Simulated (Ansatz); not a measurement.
Computed with Ansatz, DFT PBE, scalar-relativistic, plane waves, PAW. All cells share a 420 eV cutoff and Γ-centred k meshes spaced at most about 0.3 Å⁻¹ (about 0.25 or finer for metals, 2π included). Spin is collinear in cells that carry moments; the others ran without spin or lost their moments.

All energies are static (0 K, no zero-point motion).

Compare these two cells of ZrSi6, each relaxed at this level.

A. (no moments)

```yaml
crystal:
  lattice:
    - [5.71226, 0.00000, 0.00000]
    - [0.00000, 5.71226, 0.00000]
    - [0.00000, 0.00000, 5.71226]
  atoms:
    - { symbol: Zr, position: [0.00000, 0.00000, 0.00000] }
    - { symbol: Si, position: [0.80149, 0.50000, 0.50000] }
    - { symbol: Si, position: [0.19851, 0.50000, 0.50000] }
    - { symbol: Si, position: [0.50000, 0.80149, 0.50000] }
    - { symbol: Si, position: [0.50000, 0.19851, 0.50000] }
    - { symbol: Si, position: [0.50000, 0.50000, 0.80149] }
    - { symbol: Si, position: [0.50000, 0.50000, 0.19851] }
```

B. (parallel moments up to 2.1 μB)

```yaml
crystal:
  lattice:
    - [5.74586, 0.00000, 0.00000]
    - [0.00000, 5.74586, 0.00000]
    - [0.00000, 0.00000, 5.74586]
  atoms:
    - { symbol: Zr, position: [0.50000, 0.50000, 0.50000] }
    - { symbol: Si, position: [0.69860, 0.00000, 0.00000] }
    - { symbol: Si, position: [0.30140, 0.00000, 0.00000] }
    - { symbol: Si, position: [0.00000, 0.69860, 0.00000] }
    - { symbol: Si, position: [0.00000, 0.30140, 0.00000] }
    - { symbol: Si, position: [0.00000, 0.00000, 0.69860] }
    - { symbol: Si, position: [0.00000, 0.00000, 0.30140] }
```

Question: Which magnetic state is lower, and by how much?

Answer: B is lower, by 33 meV/atom. The two are one arrangement of atoms in two magnetic states, so this is the energy between those states, with the strain that each brings. A has space group Pm-3m (No. 221), 26.6 Å³/atom and no gap on its mesh; B has space group Pm-3m (No. 221), 27.1 Å³/atom and no gap. Even the lower one lies +1.32 eV/atom against the reference forms of the elements (uncorrected), so neither is stable at this level. Both come from invented guesses.

The magnetic state reached may not be the lowest. Cells relaxed within their symmetry can be saddle points.
